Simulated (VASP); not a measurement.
Here is a VASP 6.6.1 calculation.

File INCAR:

```
ALGO = Normal
EDIFF = 1E-7
EDIFFG = -0.005
ENCUT = 600
IBRION = 2
ISIF = 3
ISMEAR = 0
LASPH = True
LCHARG = False
LREAL = False
LWAVE = False
NELM = 80
NSW = 90
PREC = Accurate
SIGMA = 0.03
```

KPOINTS

```
k-points
0
Gamma
  8 8 8
```

POSCAR

```
CuI                                     
1.0
    0.0000000000      2.9337070710      2.9337070710
    2.9337070710      0.0000000000      2.9337070710
    2.9337070710      2.9337070710     -0.0000000000
  Cu              I             
     1     1
Direct
     0.2500000000000000    0.2500000000000000    0.2500000000000000
     0.0000000000000000    0.0000000000000000    0.0000000000000000
```

Potentials or basis: VASP PAW LDA potentials, release 64 (Cu, I).

Run with:

```bash
$ cat potpaw_LDA.64/Cu/POTCAR potpaw_LDA.64/I/POTCAR > POTCAR
$ mpirun -np 1 vasp_std > vasp.out
```

Question: Predict the space group after relaxing (to 0.05 Å).

Answer: F-43m (No. 216).

Question: What does it give for the relaxed cell?

Answer: a = 4.148 Å, b = 4.148 Å, c = 4.148 Å, α = 60.00°, β = 60.00°, γ = 60.00°.

Question: What does it give for the relaxed volume?

Answer: 25.23 Å³/atom.

Question: Predict the band gap on the k mesh.

Answer: 1.28 eV, direct.

Final structure:
```
Cu I
1.0
     0.00000    2.93297    2.93297
     2.93297    0.00000    2.93297
     2.93297    2.93297    0.00000
Cu I
1 1
Direct
  0.25000 0.25000 0.25000
  0.00000 0.00000 0.00000
```

Caveat: spin-orbit coupling is left out, which moves the levels of the heavy elements. Expect the measured gap to be larger: semilocal functionals such as LDA lack the derivative discontinuity.
